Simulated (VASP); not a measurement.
# Ge3Se4 (Pm-3m) in VASP: a series of runs

The runs below take Ge3Se4 through single point, relaxation of cell and atoms, with PBE.

All numbers are computed with VASP 6.6.1; they aren't measurements. Logs are shortened: lines on timing, memory, paths and dates and some standing lists are left out, and cuts for length are marked.

## Step 1: Starting point

Symmetry: Pm-3m, No. 221, cubic system. The conventional cell has a = 5.607 Å, b = 5.607 Å, c = 5.607 Å, α = 90.00°, β = 90.00°, γ = 90.00°. Ge (site symmetry 4/mmm) is surrounded by 4 Se at 2.80 Å. Se (site symmetry 4/mmm) is surrounded by 4 Ge at 2.80 Å and 2 Se at 2.80 Å. Around Se (site symmetry m-3m) lie 6 Se at 2.80 Å.

The cell was built by a generator and needn't be a form met in nature.

## Step 2: Single point, PBE

Input file INCAR:

```
PREC = Accurate ; ENCUT = 520
EDIFF = 1E-6 ; ISMEAR = 0
SIGMA = 0.1 ; LREAL = F
LASPH = T ; NELM = 80
ALGO = Fast ; ISIF = 2
LWAVE = F ; LCHARG = F
GGA = PE ; NBANDS = 42
```

Input file KPOINTS:

```
regular mesh
0
Gamma
  8 8 8
```

Input file POSCAR:

```
Ge3Se4
1.0
    5.6071783277      0.0000000000      0.0000000000
    0.0000000000      5.6071783277      0.0000000000
    0.0000000000      0.0000000000      5.6071783277
Ge Se
3 4
Direct
    0.0000000000      0.5000000000      0.5000000000
    0.5000000000      0.0000000000      0.5000000000
    0.5000000000      0.5000000000      0.0000000000
    0.5000000000      0.0000000000      0.0000000000
    0.0000000000      0.5000000000      0.0000000000
    0.0000000000      0.0000000000      0.5000000000
    0.0000000000      0.0000000000      0.0000000000
```

Potentials or basis: VASP PAW PBE potentials, release 64 (Ge_d, Se).

The run is started by

```bash
$ cat potpaw_PBE.64/Ge_d/POTCAR potpaw_PBE.64/Se/POTCAR > POTCAR
$ mpirun -np 1 vasp_std > vasp.out
```

OUTCAR:

```text
PREC = Accurate
   ENCUT = 520
   EDIFF = 1E-6
   ISMEAR = 0
   LREAL = F
   LASPH = T
   NELM = 80
   ISIF = 2
   GGA = PE

 ion  position               nearest neighbor table
   1  0.000  0.500  0.500-   5 2.80   6 2.80   5 2.80   6 2.80
   2  0.500  0.000  0.500-   4 2.80   6 2.80   4 2.80   6 2.80
   3  0.500  0.500  0.000-   4 2.80   5 2.80   4 2.80   5 2.80
   4  0.500  0.000  0.000-   2 2.80   3 2.80   2 2.80   3 2.80
   5  0.000  0.500  0.000-   1 2.80   3 2.80   1 2.80   3 2.80
   6  0.000  0.000  0.500-   1 2.80   2 2.80   1 2.80   2 2.80
   7  0.000  0.000  0.000-

  LATTYP: Found a simple cubic cell.
 ALAT       =     5.6071783277

  Lattice vectors:

 A1 = (   5.6071783277,   0.0000000000,   0.0000000000)
 A2 = (   0.0000000000,   5.6071783277,   0.0000000000)
 A3 = (   0.0000000000,   0.0000000000,   5.6071783277)

Analysis of symmetry for initial positions (statically):
=====================================================================
 Subroutine PRICEL returns:
 Original cell was already a primitive cell.

 Routine SETGRP: Setting up the symmetry group for a
 simple cubic supercell.

 Subroutine GETGRP returns: Found 48 space group operations
 (whereof 48 operations were pure point group operations)
 out of a pool of 48 trial point group operations.

The static configuration has the point symmetry O_h .

Analysis of symmetry for dynamics (positions and initial velocities):
=====================================================================
 Subroutine PRICEL returns:
 Original cell was already a primitive cell.

 Routine SETGRP: Setting up the symmetry group for a
 simple cubic supercell.

 Subroutine GETGRP returns: Found 48 space group operations
 (whereof 48 operations were pure point group operations)
 out of a pool of 48 trial point group operations.

The dynamic configuration has the point symmetry O_h .

 Subroutine INISYM returns: Found 48 space group operations
 (whereof 48 operations are pure point group operations),
 and found     1 'primitive' translations

----------------------------------------------------------------------------------------

                                     Primitive cell

  volume of cell :     176.2922

[... 101 lines left out ...]
   NSW    =      0    number of steps for IOM
   IBRION =     -1    ionic relax: 0-MD 1-quasi-New 2-CG
   NFREE  =      0    steps in history (QN), initial steepest desc. (CG)
   ISIF   =      2    stress and relaxation
   ISYM   =      2    0-nonsym 1-usesym 2-fastsym
   POTIM  = 0.5000    time-step for ionic-motion
   TEBEG  =    0.0;   TEEND  =   0.0 temperature during run
   PSTRESS=    0.0 pullay stress
   NELECT =      66.0000    total number of electrons
   NUPDOWN=      -1.0000    fix difference up-down
   EMIN   =  10.00;   EMAX   =-10.00  energy-range for DOS
   EFERMI =   0.00;   METHOD = LEGACY
   ISMEAR =     0;   SIGMA  =   0.10  broadening in eV -4-tet -1-fermi 0-gaus
   EFERMI_NEDOS =   21; number of points for ismear=-14 and -15
   IALGO  =     68    algorithm
   IMIX   =      4    mixing-type and parameters
     AMIX     =   0.40;   BMIX     =  1.00
     AMIX_MAG =   1.60;   BMIX_MAG =  1.00
  volume/ion in A,a.u.               =      25.18       169.95
  Fermi-wavevector in a.u.,A,eV,Ry     =   1.179900  2.229687 18.941533  1.392163
  Thomas-Fermi vector in A             =   2.316202
   LORBIT       =      0    0 simple, 1 ext, 2 COOP (PROOUT), +10 PAW based schemes
   GGA     = PE    functional components
   LHFCALC =     F    Hartree Fock is set to
   AEXX    =    0.0000 exact exchange contribution
   IVDW    =     0    specifies the selected vdW correction
   LEPSILON=     F    determine dielectric tensor
   LRPA    =     F    only Hartree local field effects (RPA)
 non-spin polarized calculation
 RMM-DIIS sequential band-by-band and
 Gauss-broadening in eV      SIGMA  =   0.10
  energy-cutoff  :      520.00
  volume of cell :      176.29
 maximum number of plane-waves:      4780
 NGX is ok and might be reduce to    42
   NGX = 21   NGY = 21   NGZ = 21

 number of electron      65.9999924 magnetization

 Free energy of the ion-electron system (eV)
  ---------------------------------------------------
  ext. energy  EPLUGINS =         0.00000000
  ---------------------------------------------------
  free energy    TOTEN  =       -26.19423310 eV

  energy without entropy =      -26.18854535  energy(sigma->0) =      -26.19138923

 E-fermi :   3.9604     XC(G=0):  -9.5005

 val. band max:        3.8714851958   @ k =   0.3750   0.3750   0.0000
 cond. band min:       3.9642014124   @ k =   0.3750   0.1250   0.0000
 fundamental gap:      0.0927162166
 Fermi energy:         3.9603590587

 k-point     1 :       0.0000    0.0000    0.0000
  band No.  band energies     occupation
      1     -21.0946      2.00000
      2     -21.0946      2.00000
      3     -21.0919      2.00000
      4     -21.0885      2.00000
      5     -21.0885      2.00000
      6     -21.0885      2.00000
[... 1069 lines left out ...]
     41       6.3214      0.00000
     42       8.6931      0.00000

 [... further k-points ...]

------------------------ aborting loop because EDIFF is reached ----------------------------------------

  FORCE on cell =-STRESS in cart. coord.  units (eV):
  Direction    XX          YY          ZZ          XY          YZ          ZX
  --------------------------------------------------------------------------------------
  -------------------------------------------------------------------------------------
  Total        0.0343933      0.0343933      0.0343933      0.0000000      0.0000000     -0.0000000
  in kB        0.3125730      0.3125730      0.3125730      0.0000000      0.0000000     -0.0000000
  external PRESSURE =       0.3125730 kB  Pullay stress =       0.0000000 kB

 VOLUME and BASIS-vectors are now :
 -----------------------------------------------------------------------------
  energy-cutoff  :      520.00
  volume of cell :      176.29
      direct lattice vectors                 reciprocal lattice vectors
     5.607178328  0.000000000  0.000000000     0.178342821  0.000000000  0.000000000
     0.000000000  5.607178328  0.000000000     0.000000000  0.178342821  0.000000000
     0.000000000  0.000000000  5.607178328     0.000000000  0.000000000  0.178342821

 POSITION                                       TOTAL-FORCE (eV/Angst)
 -----------------------------------------------------------------------------------
      0.00000      2.80359      2.80359         0.000000      0.000000      0.000000
      2.80359      0.00000      2.80359         0.000000      0.000000      0.000000
      2.80359      2.80359      0.00000         0.000000      0.000000      0.000000
      2.80359      0.00000      0.00000         0.000000      0.000000      0.000000
      0.00000      2.80359      0.00000         0.000000      0.000000      0.000000
      0.00000      0.00000      2.80359         0.000000      0.000000      0.000000
      0.00000      0.00000      0.00000         0.000000      0.000000      0.000000
 -----------------------------------------------------------------------------------
    total drift:                                0.000000      0.000000     -0.000000

  FREE ENERGIE OF THE ION-ELECTRON SYSTEM (eV)
  ---------------------------------------------------
  free  energy   TOTEN  =       -26.1942331030 eV

  energy  without entropy=      -26.1885453519  energy(sigma->0) =      -26.19138923
```

OSZICAR:

```text
N       E                     dE             d eps       ncg     rms          rms(c)
DAV:   1     0.671602184759E+03    0.67160E+03   -0.30329E+04  3684   0.300E+03
DAV:   2     0.103930998268E+03   -0.56767E+03   -0.54389E+03  2940   0.835E+02
DAV:   3    -0.171009947462E+02   -0.12103E+03   -0.11592E+03  3490   0.202E+02
DAV:   4    -0.261269617971E+02   -0.90260E+01   -0.88713E+01  3462   0.618E+01
DAV:   5    -0.264234634592E+02   -0.29650E+00   -0.29482E+00  3516   0.111E+01    0.736E+00
RMM:   6    -0.261965784958E+02    0.22688E+00   -0.42175E-01  3817   0.294E+00    0.435E+00
RMM:   7    -0.261967969723E+02   -0.21848E-03   -0.27304E-01  4002   0.181E+00    0.115E+00
RMM:   8    -0.261935602461E+02    0.32367E-02   -0.40431E-02  3972   0.136E+00    0.195E-01
RMM:   9    -0.261940225382E+02   -0.46229E-03   -0.99569E-03  4430   0.481E-01    0.907E-02
RMM:  10    -0.261941812113E+02   -0.15867E-03   -0.16776E-03  4571   0.214E-01    0.344E-02
RMM:  11    -0.261942356831E+02   -0.54472E-04   -0.29964E-04  4336   0.821E-02    0.146E-02
RMM:  12    -0.261942315323E+02    0.41508E-05   -0.10233E-04  4196   0.408E-02    0.103E-02
RMM:  13    -0.261942327848E+02   -0.12525E-05   -0.24256E-05  3876   0.193E-02    0.418E-03
RMM:  14    -0.261942331030E+02   -0.31824E-06   -0.47516E-06  2904   0.813E-03
   1 F= -.26194233E+02 E0= -.26191389E+02  d E =-.568775E-02
```

Wall time 4 min (1 thread of Intel Xeon Platinum 8488C (Sapphire Rapids), shared host); peak memory 0.37 GiB.

Results:

```
Free energy            : -26.1942 eV
Pressure               : 0.0 GPa
Band gap on the k mesh : none (metal or under the smearing width)
```

## Step 3: Single point, PBE (random cell by space group and Wyckoff sites (Pm-3m, No. 221))

Input file INCAR:

```
PREC     = Accurate       # precision mode
ENCUT    = 520            # plane-wave cutoff, eV
EDIFF    = 1E-6           # SCF threshold, eV
ISMEAR   = 0              # smearing method
SIGMA    = 0.1            # smearing width, eV
LREAL    = False          # projectors in reciprocal space
LASPH    = True           # aspherical terms in the spheres
NELM     = 80             # most SCF steps
ALGO     = Normal         # electronic algorithm
ISIF     = 2              # what is computed and relaxed
LWAVE    = False          # write WAVECAR
LCHARG   = True           # write CHGCAR
GGA      = PE             # functional
LELF     = True           # ELF
LVHAR    = True         
NBANDS   = 42             # bands
```

Input file KPOINTS:

```
Automatic mesh
0
Gamma
  4 4 4
```

POSCAR: that of step 2 with these lines changed.

```diff
@@ -2,5 +2,5 @@
 1.0
-    5.6071783277      0.0000000000      0.0000000000
-    0.0000000000      5.6071783277      0.0000000000
-    0.0000000000      0.0000000000      5.6071783277
+    5.6116568800      0.0000000000      0.0000000000
+    0.0000000000      5.6116568800      0.0000000000
+    0.0000000000      0.0000000000      5.6116568800
 Ge Se
```

Potentials or basis: VASP PAW PBE potentials, release 64 (Ge_d, Se).

The run is started by

```bash
$ cat potpaw_PBE.64/Ge_d/POTCAR potpaw_PBE.64/Se/POTCAR > POTCAR
$ mpirun -np 1 vasp_std > vasp.out
```

Run time: 86 s. Hardware: 1 thread of Intel Xeon Platinum 8488C (Sapphire Rapids), shared host; peak memory 0.27 GiB.

The run converged. Its results:

| Quantity | Value |
| --- | --- |
| Free energy | -25.6047 eV |
| Pressure | 0.3 GPa |
| Band gap on the k mesh | none (metal or under the smearing width) |

Levels at points of the mesh, in eV from the Fermi level:
```csv
k point,band 30,band 31,band 32,band 33,band 34,band 35
"(0.00, 0.00, 0.00)",-4.05,-4.05,0.94,0.94,0.94,1.94
"(0.50, 0.00, 0.00)",-2.94,-1.18,-0.87,0.22,0.22,0.39
"(0.50, 0.50, 0.00)",-2.52,-1.67,-0.85,-0.85,-0.58,-0.57
"(0.50, 0.50, 0.50)",-2.40,-2.40,-2.39,-0.70,-0.70,-0.70
```

## Step 4: Relaxation of cell and atoms, PBE (random cell by space group and Wyckoff sites (Pm-3m, No. 221))

Input file INCAR:

```
SYSTEM = Ge3Se4
ALGO = Fast
EDIFF = 1E-6
EDIFFG = -0.04
ENCUT = 600
GGA = PE
IBRION = 2
ISIF = 3
ISMEAR = 0
LASPH = .TRUE.
LCHARG = .FALSE.
LREAL = .FALSE.
LWAVE = .FALSE.
NELM = 60
NSW = 90
PREC = Accurate
SIGMA = 0.1
```

Input file KPOINTS:

```
k-points
0
G
  4 4 4
  0 0 0
```

POSCAR is that of step 3.

The run is started by

```bash
$ cat potpaw_PBE.64/Ge_d/POTCAR potpaw_PBE.64/Se/POTCAR > POTCAR
$ mpirun -np 1 vasp_std > vasp.out
```

Wall time 3.1 min (1 thread of Intel Xeon Platinum 8488C (Sapphire Rapids), shared host); peak memory 0.36 GiB.

The run converged. Its results:

```yaml
Free_energy: -25.6058 eV
Relaxed_volume: 25.41 Å³/atom
Relaxed_cell: a = 5.624 Å, b = 5.624 Å, c = 5.624 Å, α = 90.00°, β = 90.00°, γ = 90.00°
Space_group_after_relaxing_to_0.05_Å: Pm-3m (No. 221)
Energy_gained_by_relaxing: 0.1 meV/atom
Ionic_steps: 2
Pressure_after_relaxing: 0.0 GPa
Band_gap_on_the_k_mesh: none (metal or under the smearing width)
```

The path:
| step | energy change (eV) | largest force (eV/Å) | pressure (GPa) | volume (Å³) |
| --- | --- | --- | --- | --- |
| 1 | 0.0000 | 0.0000 | 0.28 | 176.71 |
| 2 | -0.0008 | 0.0000 | -0.03 | 177.85 |

Final structure:
```cif
data_structure
_symmetry_space_group_name_H-M 'P 1'
_symmetry_Int_Tables_number 1
_cell_length_a 5.6237
_cell_length_b 5.6237
_cell_length_c 5.6237
_cell_angle_alpha 90.000
_cell_angle_beta 90.000
_cell_angle_gamma 90.000
_cell_volume 177.85
loop_
_atom_site_label
_atom_site_type_symbol
_atom_site_fract_x
_atom_site_fract_y
_atom_site_fract_z
_atom_site_occupancy
Ge1 Ge 0.00000 0.50000 0.50000 1
Ge2 Ge 0.50000 0.00000 0.50000 1
Ge3 Ge 0.50000 0.50000 0.00000 1
Se1 Se 0.50000 0.00000 0.00000 1
Se2 Se 0.00000 0.50000 0.00000 1
Se3 Se 0.00000 0.00000 0.50000 1
Se4 Se 0.00000 0.00000 0.00000 1
```

Levels at points of the mesh, in eV from the Fermi level:
| k point | band 28 | band 29 | band 30 | band 31 | band 32 | band 33 | band 34 | band 35 | band 36 | band 37 |
| --- | --- | --- | --- | --- | --- | --- | --- | --- | --- | --- |
| (0.00, 0.00, 0.00) | -4.41 | -4.02 | -4.02 | -4.02 | 0.94 | 0.94 | 0.94 | 1.93 | 1.93 | 1.93 |
| (0.50, 0.00, 0.00) | -4.08 | -3.39 | -2.92 | -1.18 | -0.87 | 0.22 | 0.22 | 0.40 | 0.99 | 1.04 |
| (0.50, 0.50, 0.00) | -2.80 | -2.68 | -2.50 | -1.66 | -0.86 | -0.86 | -0.59 | -0.55 | 0.35 | 0.35 |
| (0.50, 0.50, 0.50) | -2.63 | -2.39 | -2.39 | -2.39 | -2.38 | -0.71 | -0.71 | -0.71 | 0.34 | 0.35 |

## Step 5: Single point, PBE (random cell by space group and Wyckoff sites (Pm-3m, No. 221))

Input file INCAR:

```
PREC = Accurate
ENCUT = 520
EDIFF = 1E-6
ISMEAR = 0
SIGMA = 0.1
LREAL = False
LASPH = True
NELM = 100
ALGO = Fast
ISIF = 2
LWAVE = False
LCHARG = False
GGA = PE
NBANDS = 42
```

Input file KPOINTS:

```
Automatic mesh
0
Gamma
  8 8 8
```

POSCAR: that of step 4 with these lines changed.

```diff
@@ -2,5 +2,5 @@
 1.0
-    5.6116568800      0.0000000000      0.0000000000
-    0.0000000000      5.6116568800      0.0000000000
-    0.0000000000      0.0000000000      5.6116568800
+    5.6071783277      0.0000000000      0.0000000000
+    0.0000000000      5.6071783277      0.0000000000
+    0.0000000000      0.0000000000      5.6071783277
 Ge Se
```

The run is started by

```bash
$ cat potpaw_PBE.64/Ge_d/POTCAR potpaw_PBE.64/Se/POTCAR > POTCAR
$ mpirun -np 1 vasp_std > vasp.out
```

Wall time 2.6 min (1 thread of AMD EPYC 9R45 (Zen 5), shared host); peak memory 0.34 GiB.

It converged, with:

```yaml
Free_energy: -26.1942 eV
Pressure: 0.0 GPa
Band_gap_on_the_k_mesh: none (metal or under the smearing width)
```

Levels at points of the mesh, in eV from the Fermi level:
```tsv
k point	band 30	band 31	band 32	band 33	band 34	band 35	band 36	band 37
(0.00, 0.00, 0.00)	-3.48	-3.48	1.23	1.23	1.23	2.69	2.69	2.69
(0.50, 0.00, 0.00)	-2.32	-0.70	-0.31	0.50	0.50	0.71	1.41	1.49
(0.50, 0.50, 0.00)	-2.04	-1.40	-0.29	-0.27	-0.27	-0.13	0.75	0.75
(0.50, 0.50, 0.50)	-1.91	-1.91	-1.72	-0.22	-0.22	-0.22	0.76	0.76
```

## Step 6: Overview

```csv
task,cell,k mesh,cutoff (eV),gap on the mesh (eV),pressure (GPa)
single point,as given,8 × 8 × 8,520,none,0.0
single point,"random cell by space group and Wyckoff sites (Pm-3m, No. 221)",4 × 4 × 4,520,none,0.3
relaxation of cell and atoms,"relaxed from: random cell by space group and Wyckoff sites (Pm-3m, No. 221)",4 × 4 × 4,600,none,0.0
single point,"random cell by space group and Wyckoff sites (Pm-3m, No. 221)",8 × 8 × 8,520,none,0.0
```

Alike in all rows: level PBE; potentials or basis VASP PAW PBE potentials, release 64 (Ge_d, Se); no spin polarisation; smearing gaussian 0.1 eV.

Absolute energies hang on the potentials; compare differences alone.
